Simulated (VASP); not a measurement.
## VASP 6.6.1 run: MgSe

INCAR

```
ISIF = 2
NBANDS = 11
ENCUT = 520
NELMDL = -12
SIGMA = 0.02
ISMEAR = -1
PREC = Accurate
LASPH = .TRUE.
LCHARG = .FALSE.
EDIFF = 1E-7
NSW = 0
LREAL = .FALSE.
GGA = PE
NELM = 120
LWAVE = .FALSE.
IBRION = -1
```

KPOINTS

```
KPOINTS created by Atomic Simulation Environment
0
Gamma
8 8 8
0 0 0
```

POSCAR

```
Mg Se
 1.0000000000000000
     0.0000000000000000    2.7362693763000001    2.7089066824999999
     2.7362693763000001    0.0000000000000000    2.7089066824999999
     2.7362693763000001    2.7362693763000001    0.0000000000000000
 Mg  Se
   1   1
Cartesian
  0.0000000000000000  0.0000000000000000  0.0000000000000000
  2.7362693763000001  2.7362693763000001  2.7089066824999999
```

The recommended PBE PAW datasets give the neutral cell 8 valence electrons.

Command

```
mpirun -np 1 vasp_std
```

How does this run end, and what does it give?

It converged. Results: gap between bands v and c on the k mesh 1.75 eV; least direct gap on the k mesh 2.57 eV; pressure 1.8 GPa. Band v is the last that the valence electrons fill when counted band by band, and c is the next.

OSZICAR

```
N       E                     dE             d eps       ncg     rms          rms(c)
DAV:   1     0.226551753999E+02    0.22655E+02   -0.35087E+03  1338   0.591E+02
DAV:   2    -0.632774304051E+01   -0.28983E+02   -0.27070E+02  1559   0.931E+01
DAV:   3    -0.777655528515E+01   -0.14488E+01   -0.14470E+01  1640   0.225E+01
DAV:   4    -0.778377574250E+01   -0.72205E-02   -0.72202E-02  1492   0.185E+00
DAV:   5    -0.778382007591E+01   -0.44333E-04   -0.44333E-04  1613   0.144E-01
DAV:   6    -0.778382055807E+01   -0.48215E-06   -0.48214E-06  1567   0.147E-02
DAV:   7    -0.778382056401E+01   -0.59427E-08   -0.59530E-08  1569   0.145E-03
DAV:   8    -0.778382056411E+01   -0.10107E-09   -0.10146E-09  1171   0.188E-04
DAV:   9    -0.778382056411E+01   -0.16485E-11   -0.11007E-10   984   0.528E-05
DAV:  10    -0.778382056412E+01   -0.83560E-11   -0.22975E-11   883   0.235E-05
DAV:  11    -0.778382056413E+01   -0.55707E-11   -0.42282E-12   814   0.110E-05
DAV:  12    -0.778382056413E+01   -0.33538E-11   -0.10955E-12   748   0.521E-06    0.298E+00
DAV:  13    -0.752631082322E+01    0.25751E+00   -0.45059E-01  1418   0.251E+00    0.189E+00
DAV:  14    -0.748393225309E+01    0.42379E-01   -0.20612E-01  1495   0.183E+00    0.944E-01
DAV:  15    -0.748354223476E+01    0.39002E-03   -0.97668E-03  1394   0.524E-01    0.253E-01
DAV:  16    -0.748344557851E+01    0.96656E-04   -0.29017E-04  1388   0.908E-02    0.117E-01
DAV:  17    -0.748345704472E+01   -0.11466E-04   -0.13121E-04  1430   0.494E-02    0.232E-02
DAV:  18    -0.748345398696E+01    0.30578E-05   -0.18966E-05  1457   0.175E-02    0.561E-03
DAV:  19    -0.748345419639E+01   -0.20943E-06   -0.66243E-07  1495   0.474E-03    0.143E-03
DAV:  20    -0.748345416898E+01    0.27408E-07   -0.74018E-09   757   0.520E-04
   1 F= -.74834542E+01 E0= -.74834542E+01  d E =-.381169E-11
```

For comparison, a separate PBE run of the intended cell, on usual settings and not on those above, gives a gap of 1.75 eV on its mesh and a pressure of 1.8 GPa.
